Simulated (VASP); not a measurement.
**CdTe: relaxation of cell and atoms with HSE06**

Crystal: CdTe.

```
Cd Te
1.0
     0.00000    3.24780    3.24780
     3.24780    0.00000    3.24780
     3.24780    3.24780    0.00000
Cd Te
1 1
Direct
  0.00000 0.00000 0.00000
  0.25000 0.25000 0.25000
```

```
Program                            : VASP 6.6.1
Task                               : relaxation of cell and atoms
Functional                         : HSE06
Potentials or basis                : VASP PAW PBE potentials, release 64 (Cd, Te)
Cutoff                             : 520 eV
k mesh                             : 6 × 6 × 6
Occupations                        : gaussian, width 0.03 eV
Spin                               : no spin polarisation
Grid for exact exchange (PRECFOCK) : Fast
Screening parameter                : 0.2 1/A
Further INCAR settings             : ALGO = Normal; EDIFF = 1e-06; IBRION = 2; EDIFFG = -0.01; NSW = 25; ISIF = 3
```

```yaml
Relaxed_volume: 35.35 Å³/atom
Relaxed_cell: a = 4.641 Å, b = 4.641 Å, c = 4.641 Å, α = 60.00°, β = 60.00°, γ = 60.00°
Space_group_after_relaxing_to_0.05_Å: F-43m (No. 216)
Energy_gained_by_relaxing: 4.3 meV/atom
Ionic_steps: 3
Pressure_after_relaxing: 0.0 GPa
Band_gap_on_the_k_mesh: 1.44 eV, direct
```

The path:
```csv
step,energy change (eV),largest force (eV/Å),pressure (GPa),volume (Å³)
1,0.0000,0.0000,1.29,68.52
2,-0.0080,0.0000,-0.32,71.28
3,-0.0087,0.0000,-0.01,70.70
```

Final structure:
```
Cd Te
1.0
     0.00000    3.28190    3.28190
     3.28190    0.00000    3.28190
     3.28190    3.28190    0.00000
Cd Te
1 1
Direct
  0.00000 0.00000 0.00000
  0.25000 0.25000 0.25000
```

Levels at points of the mesh, in eV from the valence-band top:
```tsv
k point	band 5	band 6	band 7	band 8	band 9	band 10	band 11	band 12	band 13
(0.00, 0.00, 0.00)	-9.24	-9.24	0.00	0.00	0.00	1.44	5.51	5.51	5.51
(0.50, 0.00, 0.00)	-9.24	-8.83	-4.52	-0.77	-0.77	2.58	6.08	6.08	7.96
(0.50, 0.50, 0.00)	-9.22	-8.66	-4.41	-1.87	-1.87	3.37	3.48	9.77	10.19
```

It took 20 min on 4 MPI ranks on Intel(R) Xeon(R) Platinum 8259CL CPU @ 2.50GHz (Skylake/Cascade Lake), with other jobs on the host, peak memory 0.33 GiB a rank.

Caveat: the PAW data sets were made with another functional, which shifts forces and pressure a little; spin-orbit coupling is left out, which moves the levels of the heavy elements. Zero-point motion and thermal expansion aren't in these numbers.
